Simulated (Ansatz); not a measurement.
The system is Ge.

```
Ge
1.0
     1.48805   -2.59469    0.00000
     1.48805    2.59469    0.00000
     0.00000    0.00000    4.72760
Ge
2
Direct
  0.33345 0.66655 0.25000
  0.66655 0.33345 0.75000
```

This isn't the form of Ge at room conditions, which is diamond.

* Program: Ansatz 0.2.0
* Task: relaxation of cell and atoms
* Functional: revPBE
* Potentials or basis: Ansatz PAW
* Cutoff: 420 eV (not typed: the program's choice for these potentials)
* k mesh: 10 × 10 × 6
* Occupations: fermi-dirac, width 0.05 eV
* Spin: no spin polarisation

At the start: volume 18.25 Å³/atom.

Q: Where does the relaxation end?

A: It ends after 8 steps and the volume is 19.63 Å³/atom (+7.6 %); space group Cmcm (No. 63, to 0.05 Å).

Step by step:
| step | energy change (eV) | largest force (eV/Å) | volume (Å³) |
| --- | --- | --- | --- |
| 1 | 0.0000 | 0.0011 | 36.51 |
| 2 | -0.0394 | 0.0013 | 40.63 |
| 3 | -0.0483 | 0.0006 | 39.44 |
| 4 | -0.0486 | 0.0011 | 39.27 |
| 5 | -0.0493 | 0.0011 | 39.27 |
| 6 | -0.0493 | 0.0010 | 39.27 |
| 7 | -0.0493 | 0.0008 | 39.27 |
| 8 | -0.0493 | 0.0008 | 39.27 |

Final structure:
```
Ge
1.0
     1.50713   -2.65069    0.00000
     1.50713    2.65069    0.00000
     0.00000    0.00000    4.91479
Ge
2
Direct
  0.33432 0.66568 0.25000
  0.66568 0.33432 0.75000
```

Caveat: the plane-wave basis is chosen anew once the cell has moved, so the energies of steps on either side of that aren't comparable; the PAW data sets come from PBE, with cores solved anew for the run's functional, which leaves a small shift of forces and pressure.
